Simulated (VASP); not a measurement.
TiN: relaxation of cell and atoms with SCAN

TiN:

```xyz
2
Lattice="0.0000 2.1200 2.1200 2.1200 0.0000 2.1200 2.1200 2.1200 0.0000" Properties=species:S:1:pos:R:3 pbc="T T T"
Ti    0.0000    0.0000    0.0000
N     2.1200    2.1200    2.1200
```

The cell was built by a generator and needn't be a form met in nature.

```
Program                : VASP 6.6.1
Task                   : relaxation of cell and atoms
Functional             : SCAN
Potentials or basis    : VASP PAW PBE potentials, release 64 (Ti_sv, N)
Cutoff                 : 600 eV
k mesh                 : 16 × 16 × 16
Occupations            : methfessel-paxton, width 0.2 eV
Spin                   : no spin polarisation
Further INCAR settings : ALGO = Normal; EDIFF = 1e-06; IBRION = 2; EDIFFG = -0.01; NSW = 40; ISIF = 3
```

The relaxed volume is 9.51 Å³/atom and the relaxed cell is a = 2.996 Å, b = 2.996 Å, c = 2.996 Å, α = 60.00°, β = 60.00°, γ = 60.00°. The space group after relaxing (to 0.05 Å) is Fm-3m (No. 225). The energy gained by relaxing is 0.2 meV/atom. The ionic steps are 3, the pressure after relaxing is 0.0 GPa and the band gap on the k mesh is none (metal or under the smearing width).

The path:
```csv
step,energy change (eV),largest force (eV/Å),pressure (GPa),volume (Å³)
1,0.0000,0.0000,-0.68,19.06
2,-0.0009,0.0000,1.01,18.95
3,-0.0005,0.0000,0.00,19.01
```

Final structure:
```
Ti N
1.0
     0.00000    2.11834    2.11834
     2.11834    0.00000    2.11834
     2.11834    2.11834    0.00000
Ti N
1 1
Direct
  0.00000 0.00000 0.00000
  0.50000 0.50000 0.50000
```

Levels at points of the mesh, in eV from the Fermi level:
```
           k point  band 5  band 6  band 7  band 8  band 9  band 10  band 11  band 12
(0.00, 0.00, 0.00)  -18.33   -2.37   -2.37   -2.37   -0.62    -0.62    -0.62     0.60
(0.50, 0.00, 0.00)  -15.89   -8.53   -5.91   -5.91    1.76     1.76     2.45     5.96
(0.50, 0.50, 0.00)  -16.97   -6.30   -3.61   -3.61   -3.14     1.70     2.47     2.47
```

It took 64 s on 4 MPI ranks on Intel(R) Xeon(R) 6975P-C (Granite Rapids), with other jobs on the host, peak memory 0.16 GiB a rank.

Caveat: the PAW data sets were made with another functional, which shifts forces and pressure a little.
